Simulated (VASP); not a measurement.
A run of VASP 6.6.1:

INCAR

```
SYSTEM = Ni
PREC     = Accurate       ! precision mode
ENCUT    = 600            ! plane-wave cutoff, eV
EDIFF    = 1E-7           ! SCF threshold, eV
ISMEAR   = -1             ! smearing method
SIGMA    = 0.05           ! smearing width, eV
LREAL    = .FALSE.        ! projectors in reciprocal space
LASPH    = .TRUE.         ! aspherical terms in the spheres
NELM     = 100            ! most SCF steps
ALGO     = Normal         ! electronic algorithm
ISIF     = 3              ! what is computed and relaxed
LWAVE    = .FALSE.        ! write WAVECAR
LCHARG   = .FALSE.        ! write CHGCAR
ISPIN    = 2              ! spin polarisation
MAGMOM   = 1              ! initial moments
LORBIT   = 11             ! projections on sites
LMAXMIX  = 4              ! l up to which the mixer works
METAGGA  = R2SCAN         ! meta-GGA
LMIXTAU  = .TRUE.       
IBRION   = 2              ! ionic algorithm
NSW      = 40             ! ionic steps
EDIFFG   = -0.02          ! ionic threshold
```

KPOINTS

```
regular mesh
0
G
  12 12 12
  0 0 0
```

The input POSCAR:

```
Ni
1.0
   -1.3837154700      1.3837154700      1.3837154700
    1.3837154700     -1.3837154700      1.3837154700
    1.3837154700      1.3837154700     -1.3837154700
Ni
1
Direct
    0.0000000000      0.0000000000      0.0000000000
```

Potentials or basis: VASP PAW PBE potentials, release 64 (Ni).

Command:

```sh
$ cat potpaw_PBE.64/Ni/POTCAR > POTCAR
$ mpirun -np 1 vasp_std > vasp.out
```

Hardware: 1 thread of Intel(R) Xeon(R) Platinum 8259CL CPU @ 2.50GHz (Skylake/Cascade Lake), with other jobs on the host.

Problem. How long does it take, and how much memory?

Solution. It took 92 s on 1 thread of Intel(R) Xeon(R) Platinum 8259CL CPU @ 2.50GHz (Skylake/Cascade Lake), with other jobs on the host, peak memory 0.14 GiB. Counts: scf iterations 18, k points 72, ion steps 1.
